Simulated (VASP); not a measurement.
# BeS (F-43m) in VASP: further runs

Runs on BeS. Level: r2SCAN. Tasks: single point, relaxation of cell and atoms.

Everything below comes from runs of VASP 6.6.1. Logs are shortened: lines on timing, memory, paths and dates and some standing lists are left out, and cuts for length are marked.

## (1) The cell of the first run

The structure is cubic, space group F-43m (No. 216). The conventional cell has a = 4.868 Å, b = 4.868 Å, c = 4.868 Å, α = 90.00°, β = 90.00°, γ = 90.00°. Around Be (site symmetry -43m) lie 4 S at 2.11 Å. S (site symmetry -43m) is surrounded by 4 Be at 2.11 Å.

## (2) Single point, r2SCAN (cell and atoms relaxed from 1.04 times the given volume)

File POSCAR:

```
BeS
1.0
    0.0000000000      2.4339772637      2.4339772637
    2.4339772637      0.0000000000      2.4339772637
    2.4339772637      2.4339772637      0.0000000000
Be S
1 1
Direct
    0.0000000000      0.0000000000      0.0000000000
    0.2500000000      0.2500000000      0.2500000000
```

File INCAR.step1:

```
SYSTEM = BeS
PREC = Accurate
ENCUT = 520
ISMEAR = -1
SIGMA = 0.02
LREAL = .FALSE.
LASPH = .TRUE.
NELM = 100
NBANDS = 11
GGA = PE
ALGO = Normal
EDIFF = 1E-4
LWAVE = .TRUE.
LCHARG = .FALSE.
```

File INCAR.step2:

```
SYSTEM = BeS
PREC = Accurate
ENCUT = 520
EDIFF = 1E-6
ISMEAR = -1
SIGMA = 0.02
LREAL = .FALSE.
LASPH = .TRUE.
NELM = 100
ALGO = Normal
ISIF = 2
LWAVE = .FALSE.
LCHARG = .FALSE.
METAGGA = R2SCAN
LMIXTAU = .TRUE.
NBANDS = 11
ISTART = 1
```

File KPOINTS:

```
regular mesh
0
G
  9 9 9
  0 0 0
```

Potentials or basis: VASP PAW PBE potentials, release 64 (Be, S).

Run with:

```
$ cat potpaw_PBE.64/Be/POTCAR potpaw_PBE.64/S/POTCAR > POTCAR
$ cp INCAR.step1 INCAR
$ mpirun -np 1 vasp_std > vasp.out
$ cp INCAR.step2 INCAR
$ mpirun -np 1 vasp_std > vasp.out
```

OUTCAR:

```text
SYSTEM = BeS
   PREC = Accurate
   ENCUT = 520
   EDIFF = 1E-6
   ISMEAR = -1
   LREAL = .FALSE.
   LASPH = .TRUE.
   NELM = 100
   ISIF = 2
   METAGGA = R2SCAN
   ISTART = 1

 ion  position               nearest neighbor table
   1  0.000  0.000  0.000-   2 2.11   2 2.11   2 2.11   2 2.11
   2  0.250  0.250  0.250-   1 2.11   1 2.11   1 2.11   1 2.11

  LATTYP: Found a face centered cubic cell.
 ALAT       =     4.8679545274

  Lattice vectors:

 A1 = (   0.0000000000,   2.4339772637,   2.4339772637)
 A2 = (   2.4339772637,   0.0000000000,   2.4339772637)
 A3 = (   2.4339772637,   2.4339772637,   0.0000000000)

Analysis of symmetry for initial positions (statically):
=====================================================================
 Subroutine PRICEL returns:
 Original cell was already a primitive cell.

 Routine SETGRP: Setting up the symmetry group for a
 face centered cubic supercell.

 Subroutine GETGRP returns: Found 24 space group operations
 (whereof 24 operations were pure point group operations)
 out of a pool of 48 trial point group operations.

The static configuration has the point symmetry T_d .

Analysis of symmetry for dynamics (positions and initial velocities):
=====================================================================
 Subroutine PRICEL returns:
 Original cell was already a primitive cell.

 Routine SETGRP: Setting up the symmetry group for a
 face centered cubic supercell.

 Subroutine GETGRP returns: Found 24 space group operations
 (whereof 24 operations were pure point group operations)
 out of a pool of 48 trial point group operations.

The dynamic configuration has the point symmetry T_d .

 Subroutine INISYM returns: Found 24 space group operations
 (whereof 24 operations are pure point group operations),
 and found     1 'primitive' translations

----------------------------------------------------------------------------------------

                                     Primitive cell

  volume of cell :      28.8390

  direct lattice vectors                    reciprocal lattice vectors
     0.000000000  2.433977264  2.433977264    -0.205425091  0.205425091  0.205425091
     2.433977264  0.000000000  2.433977264     0.205425091 -0.205425091  0.205425091
     2.433977264  2.433977264  0.000000000     0.205425091  0.205425091 -0.205425091

  length of vectors
     3.442163657  3.442163657  3.442163657     0.355806694  0.355806694  0.355806694

  position of ions in fractional coordinates (direct lattice)
     0.000000000  0.000000000  0.000000000
     0.250000000  0.250000000  0.250000000

  ion indices of the primitive-cell ions
   primitive index   ion index
                 1           1
                 2           2

----------------------------------------------------------------------------------------

 KPOINTS: regular mesh

Automatic generation of k-mesh.
 Grid dimensions read from file:
 generate k-points for:    9    9    9

 Generating k-lattice:

  Cartesian coordinates                     Fractional coordinates (reciprocal lattice)
    -0.022825010  0.022825010  0.022825010     0.111111111  0.000000000  0.000000000
     0.022825010 -0.022825010  0.022825010     0.000000000  0.111111111  0.000000000
     0.022825010  0.022825010 -0.022825010     0.000000000  0.000000000  0.111111111

  Length of vectors
     0.039534077  0.039534077  0.039534077

  Shift w.r.t. Gamma in fractional coordinates (k-lattice)
     0.000000000  0.000000000  0.000000000

 Subroutine IBZKPT returns following result:
 ===========================================

 Found     35 irreducible k-points:

 Following reciprocal coordinates:
            Coordinates               Weight
  0.000000  0.000000  0.000000      1.000000
  0.111111  0.000000  0.000000      8.000000
  0.222222  0.000000  0.000000      8.000000
  0.333333  0.000000  0.000000      8.000000
  0.444444  0.000000  0.000000      8.000000
  0.111111  0.111111  0.000000      6.000000
[... 16 lines left out ...]
 -0.333333  0.333333  0.000000     12.000000
  0.444444  0.444444  0.000000      6.000000
 [... further k-points ...]
   k-points           NKPTS =     35   k-points in BZ     NKDIM =     35   number of bands    NBANDS=     11
   number of dos      NEDOS =    301   number of ions     NIONS =      2
   total plane-waves  NPLWV =  21952
   dimension x,y,z NGX =    28 NGY =   28 NGZ =   28
   dimension x,y,z NGXF=    56 NGYF=   56 NGZF=   56
   ions per type =               1   1
   NGX,Y,Z   is equivalent  to a cutoff of  13.52, 13.52, 13.52 a.u.
   NGXF,Y,Z  is equivalent  to a cutoff of  27.05, 27.05, 27.05 a.u.
 SYSTEM =  BeS
   PREC   = accura    normal or accurate (medium, high low for compatibility)
   ISTART =      1    job   : 0-new  1-cont  2-samecut
   ICHARG =      0    charge: 1-file 2-atom 10-const
   ISPIN  =      1    spin polarized calculation?
   LNONCOLLINEAR =      F non collinear calculations
   LSORBIT =      F    spin-orbit coupling
   LASPH  =      T    aspherical Exc in radial PAW
   ENCUT  =  520.0 eV  38.22 Ry    6.18 a.u.   6.40  6.40  6.40*2*pi/ulx,y,z
   NELM   =    100;   NELMIN=  2; NELMDL=  0     # of ELM steps
   EDIFF  = 0.1E-05   stopping-criterion for ELM
   LREAL  =      F    real-space projection
   EDIFFG = 0.1E-04   stopping-criterion for IOM
   NSW    =      0    number of steps for IOM
   IBRION =     -1    ionic relax: 0-MD 1-quasi-New 2-CG
   NFREE  =      0    steps in history (QN), initial steepest desc. (CG)
   ISIF   =      2    stress and relaxation
   ISYM   =      2    0-nonsym 1-usesym 2-fastsym
   POTIM  = 0.5000    time-step for ionic-motion
   TEBEG  =    0.0;   TEEND  =   0.0 temperature during run
   PSTRESS=    0.0 pullay stress
   NELECT =       8.0000    total number of electrons
   NUPDOWN=      -1.0000    fix difference up-down
   EMIN   =  10.00;   EMAX   =-10.00  energy-range for DOS
   EFERMI =   0.00;   METHOD = LEGACY
   ISMEAR =    -1;   SIGMA  =   0.02  broadening in eV -4-tet -1-fermi 0-gaus
   EFERMI_NEDOS =   21; number of points for ismear=-14 and -15
   IALGO  =     38    algorithm
   IMIX   =      4    mixing-type and parameters
     AMIX     =   0.40;   BMIX     =  1.00
     AMIX_MAG =   1.60;   BMIX_MAG =  1.00
  volume/ion in A,a.u.               =      14.42        97.31
  Fermi-wavevector in a.u.,A,eV,Ry     =   1.067690  2.017641 15.510110  1.139961
  Thomas-Fermi vector in A             =   2.203314
   LORBIT       =      0    0 simple, 1 ext, 2 COOP (PROOUT), +10 PAW based schemes
   METAGGA = R2SCAN    functional components
   LHFCALC =     F    Hartree Fock is set to
   AEXX    =    0.0000 exact exchange contribution
   IVDW    =     0    specifies the selected vdW correction
   LEPSILON=     F    determine dielectric tensor
   LRPA    =     F    only Hartree local field effects (RPA)
 non-spin polarized calculation
  energy-cutoff  :      520.00
  volume of cell :       28.84
 maximum number of plane-waves:       789
 NGX is ok and might be reduce to    28
   NGX = 13   NGY = 13   NGZ = 13

 number of electron       7.9999999 magnetization

 Free energy of the ion-electron system (eV)
  ---------------------------------------------------
  ext. energy  EPLUGINS =         0.00000000
  ---------------------------------------------------
  free energy    TOTEN  =       -14.78663144 eV

  energy without entropy =      -14.78663144  energy(sigma->0) =      -14.78663144

 E-fermi :   4.3321     XC(G=0): -10.1353

 val. band max:        3.8526798129   @ k =   0.0000   0.0000   0.0000
 cond. band min:       7.5485146181   @ k =   0.4444   0.4444   0.0000
 fundamental gap:      3.6958348052
 Fermi energy:         4.3320699718

 k-point     1 :       0.0000    0.0000    0.0000
  band No.  band energies     occupation
      1     -10.3673      2.00000
      2       3.8527      2.00000
      3       3.8527      2.00000
      4       3.8527      2.00000
      5      10.1164      0.00000
      6      10.1164      0.00000
      7      10.1164      0.00000
      8      10.4410      0.00000
      9      17.2553      0.00000
     10      17.2553      0.00000
     11      19.6680      0.00000

 k-point     2 :       0.1111    0.0000    0.0000
  band No.  band energies     occupation
      1     -10.2224      2.00000
      2       2.8700      2.00000
      3       3.6929      2.00000
      4       3.6929      2.00000
      5      10.0908      0.00000
      6      10.4143      0.00000
      7      10.4143      0.00000
      8      11.4637      0.00000
      9      16.6775      0.00000
     10      16.6775      0.00000
     11      19.5809      0.00000

 k-point     3 :       0.2222    0.0000    0.0000
  band No.  band energies     occupation
      1      -9.8156      2.00000
      2       0.9858      2.00000
      3       3.3455      2.00000
      4       3.3455      2.00000
      5      10.0330      0.00000
      6      10.9495      0.00000
      7      10.9495      0.00000
      8      13.3939      0.00000
      9      16.2764      0.00000
     10      16.2764      0.00000
     11      19.1415      0.00000

 k-point     4 :       0.3333    0.0000    0.0000
  band No.  band energies     occupation
      1      -9.2536      2.00000
      2      -0.7768      2.00000
      3       3.0195      2.00000
      4       3.0195      2.00000
      5       9.9652      0.00000
      6      11.1145      0.00000
      7      11.1145      0.00000
      8      15.0377      0.00000
      9      17.1591      0.00000
     10      17.1591      0.00000
     11      19.0293      0.00000
[... 239 lines left out ...]
 k-point    22 :      -0.4444    0.3333    0.0000
  band No.  band energies     occupation
      1      -8.2302      2.00000
      2      -0.9673      2.00000
      3       0.1536      2.00000
      4       1.5935      2.00000
      5       8.6418      0.00000
      6      11.4572      0.00000
      7      15.1532      0.00000
      8      15.4626      0.00000
      9      17.9470      0.00000
     10      18.8622      0.00000
     11      22.1215      0.00000

 k-point    23 :      -0.3333    0.3333    0.0000
  band No.  band energies     occupation
      1      -8.2799      2.00000
      2      -0.7989      2.00000
      3      -0.3107      2.00000
      4       1.9634      2.00000
      5       9.2139      0.00000
      6      13.5257      0.00000
      7      14.1650      0.00000
      8      15.0823      0.00000
      9      15.9361      0.00000
     10      16.9972      0.00000
     11      23.2140      0.00000

 k-point    24 :       0.4444    0.4444    0.0000
  band No.  band energies     occupation
      1      -8.2581      2.00000
      2      -1.1256      2.00000
      3       1.2331      2.00000
      4       1.2331      2.00000
      5       7.5485      0.00000
      6       9.3197      0.00000
      7      17.1520      0.00000
      8      17.1520      0.00000
      9      20.0116      0.00000
     10      20.7331      0.00000
     11      22.1789      0.00000

 [... further k-points ...]

------------------------ aborting loop because EDIFF is reached ----------------------------------------

  FORCE on cell =-STRESS in cart. coord.  units (eV):
  Direction    XX          YY          ZZ          XY          YZ          ZX
  --------------------------------------------------------------------------------------
  -------------------------------------------------------------------------------------
  Total        0.0559018      0.0559018      0.0559018      0.0000000      0.0000000      0.0000000
  in kB        3.1056801      3.1056801      3.1056801      0.0000000      0.0000000      0.0000000
  external PRESSURE =       3.1056801 kB  Pullay stress =       0.0000000 kB

 VOLUME and BASIS-vectors are now :
 -----------------------------------------------------------------------------
  energy-cutoff  :      520.00
  volume of cell :       28.84
      direct lattice vectors                 reciprocal lattice vectors
     0.000000000  2.433977264  2.433977264    -0.205425091  0.205425091  0.205425091
     2.433977264  0.000000000  2.433977264     0.205425091 -0.205425091  0.205425091
     2.433977264  2.433977264  0.000000000     0.205425091  0.205425091 -0.205425091

 POSITION                                       TOTAL-FORCE (eV/Angst)
 -----------------------------------------------------------------------------------
      0.00000      0.00000      0.00000        -0.000000     -0.000000     -0.000000
      1.21699      1.21699      1.21699         0.000000      0.000000      0.000000
 -----------------------------------------------------------------------------------
    total drift:                                0.000000      0.000000      0.000000

  FREE ENERGIE OF THE ION-ELECTRON SYSTEM (eV)
  ---------------------------------------------------
  free  energy   TOTEN  =       -14.7866314400 eV

  energy  without entropy=      -14.7866314400  energy(sigma->0) =      -14.78663144
```

Run time: 22 s. Hardware: 1 thread of Intel Xeon 6975P-C (Granite Rapids), shared host; peak memory 0.15 GiB.

What came out:

| Property | Result |
| --- | --- |
| Free energy | -14.7866 eV |
| Pressure | 0.3 GPa |
| Band gap on the k mesh | 3.70 eV, indirect (least direct gap 6.26 eV) |

Caveat: the PAW data sets were made with another functional, which shifts forces and pressure a little; an odd mesh through Γ misses points on the zone boundary, where band edges often lie.

## (3) Relaxation of cell and atoms, r2SCAN (cell and atoms relaxed from 1.04 times the given volume)

File POSCAR:

```
BeS
1.0
    0.0000000000      2.4569115543      2.4569115543
    2.4569115543      0.0000000000      2.4569115543
    2.4569115543      2.4569115543      0.0000000000
Be S
1 1
Direct
    0.0000000000      0.0000000000      0.0000000000
    0.2500000000      0.2500000000      0.2500000000
```

File INCAR.step1:

```
ALGO = Normal
EDIFF = 1E-4
ENCUT = 600
GGA = PE
ISMEAR = -1
LASPH = T
LCHARG = F
LREAL = F
LWAVE = T
NELM = 100
PREC = Accurate
SIGMA = 0.02
```

File INCAR.step2:

```
ALGO = Normal
EDIFF = 1E-7
EDIFFG = -0.005
ENCUT = 600
IBRION = 2
ISIF = 3
ISMEAR = -1
ISTART = 1
LASPH = T
LCHARG = F
LMIXTAU = T
LREAL = F
LWAVE = F
METAGGA = R2SCAN
NELM = 100
NSW = 100
PREC = Accurate
SIGMA = 0.02
```

File KPOINTS:

```
k-points
0
Gamma
  9 9 9
```

Potentials or basis: VASP PAW PBE potentials, release 64 (Be, S).

Run with:

```
$ cat potpaw_PBE.64/Be/POTCAR potpaw_PBE.64/S/POTCAR > POTCAR
$ cp INCAR.step1 INCAR
$ mpirun -np 1 vasp_std > vasp.out
$ cp INCAR.step2 INCAR
$ mpirun -np 1 vasp_std > vasp.out
```

OUTCAR:

```text
EDIFF = 1E-7
   EDIFFG = -0.005
   ENCUT = 600
   IBRION = 2
   ISIF = 3
   ISMEAR = -1
   ISTART = 1
   LASPH = T
   LREAL = F
   METAGGA = R2SCAN
   NELM = 100
   NSW = 100
   PREC = Accurate

 ion  position               nearest neighbor table
   1  0.000  0.000  0.000-   2 2.13   2 2.13   2 2.13   2 2.13
   2  0.250  0.250  0.250-   1 2.13   1 2.13   1 2.13   1 2.13

  LATTYP: Found a face centered cubic cell.
 ALAT       =     4.9138231086

  Lattice vectors:

 A1 = (   0.0000000000,   2.4569115543,   2.4569115543)
 A2 = (   2.4569115543,   0.0000000000,   2.4569115543)
 A3 = (   2.4569115543,   2.4569115543,   0.0000000000)

Analysis of symmetry for initial positions (statically):
=====================================================================
 Subroutine PRICEL returns:
 Original cell was already a primitive cell.

[... 258 lines left out ...]
 Fermi energy:         4.1893317766

 k-point     1 :       0.0000    0.0000    0.0000
  band No.  band energies     occupation
      1     -10.3788      2.00000
      2       3.8177      2.00000
      3       3.8177      2.00000
      4       3.8177      2.00000
      5      10.0833      0.00000
      6      10.0833      0.00000
      7      10.0833      0.00000
      8      10.3757      0.00000
[... 243 lines left out ...]
 k-point    24 :       0.4444    0.4444    0.0000
  band No.  band energies     occupation
      1      -8.2818      2.00000
      2      -1.1435      2.00000
      3       1.2101      2.00000
      4       1.2101      2.00000
      5       7.5207      0.00000
      6       9.2878      0.00000
      7      17.0917      0.00000
      8      17.0917      0.00000

 [... further k-points ...]

------------------------ aborting loop because EDIFF is reached ----------------------------------------

  FORCE on cell =-STRESS in cart. coord.  units (eV):
  Direction    XX          YY          ZZ          XY          YZ          ZX
  --------------------------------------------------------------------------------------
  -------------------------------------------------------------------------------------
  Total        0.0012545      0.0012545      0.0012545     -0.0000000      0.0000000      0.0000000
  in kB        0.0694592      0.0694592      0.0694592     -0.0000000      0.0000000      0.0000000
  external PRESSURE =       0.0694592 kB  Pullay stress =       0.0000000 kB
[... 17 lines left out ...]
  FREE ENERGIE OF THE ION-ELECTRON SYSTEM (eV)
  ---------------------------------------------------
  free  energy   TOTEN  =       -14.7871589144 eV

  energy  without entropy=      -14.7871589143  energy(sigma->0) =      -14.78715891

 reached required accuracy - stopping structural energy minimisation
```

OSZICAR.step1:

```text
N       E                     dE             d eps       ncg     rms          rms(c)
DAV:   1     0.251251076570E+02    0.25125E+02   -0.42417E+03   560   0.949E+02
DAV:   2    -0.928605838794E+01   -0.34411E+02   -0.33376E+02   824   0.131E+02
DAV:   3    -0.101606599124E+02   -0.87460E+00   -0.87460E+00   648   0.275E+01
DAV:   4    -0.101652010179E+02   -0.45411E-02   -0.45411E-02   944   0.215E+00
DAV:   5    -0.101652055321E+02   -0.45142E-05   -0.45142E-05   640   0.530E-02    0.535E+00
DAV:   6    -0.100422266938E+02    0.12298E+00   -0.15099E-01   576   0.223E+00    0.370E+00
DAV:   7    -0.100080190779E+02    0.34208E-01   -0.11699E-01   776   0.224E+00    0.103E+00
DAV:   8    -0.100092816551E+02   -0.12626E-02   -0.66959E-03   752   0.528E-01    0.121E-01
DAV:   9    -0.100093993657E+02   -0.11771E-03   -0.49285E-04   664   0.178E-01    0.276E-02
DAV:  10    -0.100094587303E+02   -0.59365E-04   -0.10358E-04   632   0.773E-02
   1 F= -.10009459E+02 E0= -.10009459E+02  d E =-.684253E-12
```

Run time: 53 s. Hardware: 1 thread of Intel Xeon 6975P-C (Granite Rapids), shared host; peak memory 0.16 GiB.

Results:

```
Free energy                            : -14.7872 eV
Relaxed volume                         : 14.47 Å³/atom
Relaxed cell                           : a = 3.446 Å, b = 3.446 Å, c = 3.446 Å, α = 60.00°, β = 60.00°, γ = 60.00°
Space group after relaxing (to 0.05 Å) : F-43m (No. 216)
Energy gained by relaxing              : 2.7 meV/atom
Ionic steps                            : 3
Pressure after relaxing                : 0.0 GPa
Band gap on the k mesh                 : 3.70 eV, indirect (least direct gap 6.27 eV)
```

Step by step:
```tsv
step	energy change (eV)	largest force (eV/Å)	pressure (GPa)	volume (Å³)
1	0.0000	0.0000	-2.30	29.66
2	-0.0050	0.0000	0.61	28.76
3	-0.0053	0.0000	0.01	28.94
```

Final structure:
```cif
data_structure
_symmetry_space_group_name_H-M 'P 1'
_symmetry_Int_Tables_number 1
_cell_length_a 3.4460
_cell_length_b 3.4460
_cell_length_c 3.4460
_cell_angle_alpha 60.000
_cell_angle_beta 60.000
_cell_angle_gamma 60.000
_cell_volume 28.94
loop_
_atom_site_label
_atom_site_type_symbol
_atom_site_fract_x
_atom_site_fract_y
_atom_site_fract_z
_atom_site_occupancy
Be1 Be 0.00000 0.00000 0.00000 1
S1 S 0.25000 0.25000 0.25000 1
```

Levels at points of the mesh, in eV from the valence-band top:
| k point | band 2 | band 3 | band 4 | band 5 | band 6 | band 7 |
| --- | --- | --- | --- | --- | --- | --- |
| (0.00, 0.00, 0.00) | 0.00 | 0.00 | 0.00 | 6.27 | 6.27 | 6.27 |

Caveat: the PAW data sets were made with another functional, which shifts forces and pressure a little; an odd mesh through Γ misses points on the zone boundary, where band edges often lie.
